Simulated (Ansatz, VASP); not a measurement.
## Two plane-wave programs on HfO2

```
Hf O
1.0
     0.00000    2.55750    2.55750
     2.55750    0.00000    2.55750
     2.55750    2.55750    0.00000
Hf O
1 2
Direct
  0.05865 0.94135 0.94135
  0.25000 0.25000 0.25000
  0.75000 0.75000 0.75000
```

Alike in both runs: task single point; functional r2SCAN; k mesh 8 × 8 × 8; occupations gaussian, width 0.05 eV; no spin polarisation.

```csv
,VASP,Ansatz
version,VASP 6.6.1,Ansatz 0.2.0
potentials or method,"VASP PAW PBE potentials, release 64 (Hf_pv, O)","scalar-relativistic, plane waves, PAW"
plane-wave cutoff (eV),520,500
valence electrons in the cell,22,38
```

```csv
,VASP,Ansatz,Ansatz less VASP
gap on the k mesh at the Fermi level (eV),4.10,4.13,+0.035
least direct gap on the mesh (eV),4.20,4.24,+0.039
pressure (GPa),-2.8,0.7,+3.47
largest component of the traceless stress (GPa),0.23,0.03,-0.201
rms of the force components (eV/Å),0.805,0.853,+0.0483
```

Atom by atom the forces differ by 0.048 eV/Å (rms over components). The two sets of potentials don't hold the same shells in valence.

Caveats: the PAW data sets were made with another functional, which shifts forces and pressure a little (VASP); spin-orbit coupling is left out, which moves the levels of the heavy elements. A k mesh can miss the band edges.
